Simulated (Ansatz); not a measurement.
Here is an Ansatz 0.2.0 calculation.

input.yaml

```yaml
crystal:
  lattice:
    - [0.0, 2.99595142, 2.99595142]
    - [2.99595142, 0.0, 2.99595142]
    - [2.99595142, 2.99595142, 0.0]
  atoms:
    - { symbol: Mo, position: [0.0, 0.0, 0.0], spin: 0.79 }
    - { symbol: S, position: [0.25, 0.25, 0.25] }
    - { symbol: S, position: [0.75, 0.75, 0.75] }
hamiltonian:
  xc: pbe
  pseudopotentials: { kind: paw }
  hubbard: { sites: [{ species: Mo, l: d, u_eff: 2.0 }] }
magnetization:
  spin_polarized: true
kpoints:
  mp_grid: { grid: [6, 6, 6] }
scf:
  occupations: { method: gaussian, width: 0.05 }
output:
  forces: true
  stress: true
  eigenvalues: true
```

Potentials or basis: Ansatz PAW.

Launch:

```console
$ ansatz run input.yaml --threads 2 --pin off --max-ram 5632MiB --backend cpu --events-out ev --progress --plain --runs-dir out
```

Q: What does it give for the net moment?

A: 2.01 μB per cell.

Q: Estimate the site moments.

A: Mo +1.67; S -0.10 μB.

Q: Estimate the absolute moment.

A: 2.49 μB per cell.

Eigenvalues of the final occupation matrices:
```
  site  spin  trace               eigenvalues
site 1     1   3.52  0.53 0.53 0.53 0.96 0.96
site 1     2   1.31  0.09 0.09 0.38 0.38 0.38
```

Caveat: the magnetic or orbital state may not be the lowest. The state reached can hang on the start; a lower one may exist.
